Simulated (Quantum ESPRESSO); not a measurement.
# Mo in Quantum ESPRESSO: the effect of target pressure

Crystal: Mo.

```
Mo
1.0
    -1.58381    1.58381    1.58381
     1.58381   -1.58381    1.58381
     1.58381    1.58381   -1.58381
Mo
1
Direct
  0.00000 0.00000 0.00000
```

Alike in all runs:

```yaml
Program: Quantum ESPRESSO 7.5
Task: phonons
Functional: PBEsol
Potentials_or_basis: GBRV 1.5 PBEsol
Cutoff: 612 eV
Density_cutoff: 4898 eV
k_mesh: 10 × 10 × 10
Occupations: cold, width 0.2 eV
Spin: no spin polarisation
```

Each run relaxes the cell or the atoms first.

```tsv
target pressure	relaxed volume (Å³/atom)	highest phonon frequency (cm⁻¹)
0 GPa	15.25	-25
10 GPa	14.75	21
25 GPa	14.13	57
50 GPa	?	?
80 GPa	12.60	152
```

Question: What does the run with target pressure 50 GPa give?

Answer: Relaxed volume 13.33 Å³/atom; highest phonon frequency 107 cm⁻¹.

Worked out: In Murnaghan's law V^(-B') rises as a straight line in P. The other rows fit best with B' = 3.9, V0 = 15.25 Å³/atom and B0 = 283 GPa, which gives 13.33 Å³/atom at 50 GPa, against the run's 13.33. A parabola through the other rows of the highest phonon frequency, of slope 1.76 cm⁻¹ per GPa there, gives 117 cm⁻¹, against the run's 107.

Caveats: the mesh is thin for the phonons of a metal; the cell is more than 3 GPa from zero pressure, which shifts response properties (some runs); the volume moved by over 15 % at a fixed basis, so the end points are rough (some runs); some modes are imaginary (some runs).
